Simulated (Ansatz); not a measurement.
Results of HSE06+SOC (plane waves, PAW; Ansatz, a first-principles code) for LaAlO3 (R-3c, No. 167; start mp-2920; cell taken from a computed entry).

Input file:

Ansatz 0.2 input:
```yaml
crystal:
  lattice:
    - [2.6766416684, 1.5453597878, 4.3495483781]
    - [-2.6766416684, 1.5453597878, 4.3495483781]
    - [0.0, -3.0907195756, 4.3495483781]
  atoms:
    - { symbol: La, position: [0.25, 0.25, 0.25] }
    - { symbol: La, position: [0.75, 0.75, 0.75] }
    - { symbol: Al, position: [0.0, 0.0, 0.0] }
    - { symbol: Al, position: [0.5, 0.5, 0.5] }
    - { symbol: O, position: [0.7859044534, 0.25, 0.7140955466] }
    - { symbol: O, position: [0.2140955466, 0.75, 0.2859044534] }
    - { symbol: O, position: [0.7140955466, 0.7859044534, 0.25] }
    - { symbol: O, position: [0.2859044534, 0.2140955466, 0.75] }
    - { symbol: O, position: [0.25, 0.7140955466, 0.7859044534] }
    - { symbol: O, position: [0.75, 0.2859044534, 0.2140955466] }
basis:
  ecutwfc: 460
  ecutrho_ratio: 4
  xc_grid: 2
kpoints:
  mp_grid: { grid: [6, 6, 6] }
hamiltonian:
  xc: hse06
  dispersion: none
  pseudopotentials: { kind: paw }
scf:
  occupations: { method: fermi_dirac, width: 0.01 }
  convergence: { dr2_threshold: 0.000000001 }
output:
  forces: true
  stress: true
  eigenvalues: true
magnetization:
  noncollinear: true
  spin_orbit: true
```

Q: How many irreducible k-points, plane waves at Γ does the program set up, and what pressure does the run end with?

A: 32 irreducible k-points, 2421 plane waves at Γ; P = 0.84 GPa, so the cell is compressed on average and its volume would grow at this level.

Output (set-up and result lines):

```
WARN output.stress: scf.exx.energy_threshold = 1e-6 eV is looser than the 1e-7 eV advised for a stress under a hybrid functional (1e-8 eV for each atom of the …
Crystal: 10 atoms, lattice volume = 107.948 Å³
Basis set: ecut = 460 eV, 2421 PW (Γ), exchange–correlation on 80×80×80 points (8 copies of the dense FFT grid, shifted against one another)
Bands: 84, of which v1, the nominal top of the filled ones, is band 64 counted from 1 (63 counted from 0)
Symmetry: 12 space group operations + 12 with time reversal
k-points: 32 of 216
Initial density: superposition of atomic densities (chi_scale 0.1, normalization cell, long waves kept (reshape's long-wave potential 0.00 eV rms))
Crystal: 10 atoms, lattice volume = 107.948 Å³
Initial density: handed on by an earlier stage of this run
Crystal: 10 atoms, lattice volume = 107.948 Å³
SCF 3 converged in 7 iterations: F = -17004.145120 eV  dr2 = 1.94e-10
Crystal: 10 atoms, lattice volume = 107.948 Å³
SCF 4 converged in 2 iterations: F = -17004.145120 eV  dr2 = 9.49e-11
Free energy (F): -17004.145120 eV
Internal energy: -17004.145120 eV  (E = F + TS)
E sigma→0 (E₀):  -17004.145120 eV
Fermi energy:    13.159981 eV
--- Forces (eV/Å), atoms counted from 1 ---
  atom   1  La    -0.00000000     0.00000000     0.00000000
  atom   2  La     0.00000000     0.00000000     0.00000000
  atom   3  Al     0.00000000     0.00000000    -0.00000000
  atom   4  Al     0.00000000     0.00000000    -0.00000000
  atom   5  O     -0.01057475    -0.01831600    -0.00000000
  atom   6  O      0.01057475     0.01831600     0.00000000
  atom   7  O      0.02114949     0.00000000     0.00000000
  atom   8  O     -0.02114949     0.00000000     0.00000000
  atom   9  O     -0.01057475     0.01831600     0.00000000
  atom  10  O      0.01057475    -0.01831600    -0.00000000
--- Stress (GPa, compression-positive) ---
        0.834290       0.000000      -0.000000
        0.000000       0.834290      -0.000000
        0.000000      -0.000000       0.857729
  P = ⅓ Tr σ = 0.8421 GPa (8.421 kbar)
```

The PAW data were made under PBE.

Note: cell and atoms aren't relaxed at this level (largest force component 0.02 eV/Å, pressure 0.8 GPa). Note: this cell isn't known to be the ambient phase, and symmetry holds it in the calculation.

Cost on a shared machine: about 60 core-minutes (a rough figure).

A start named mp-… is a Materials Project structure, which need not be a measured phase.
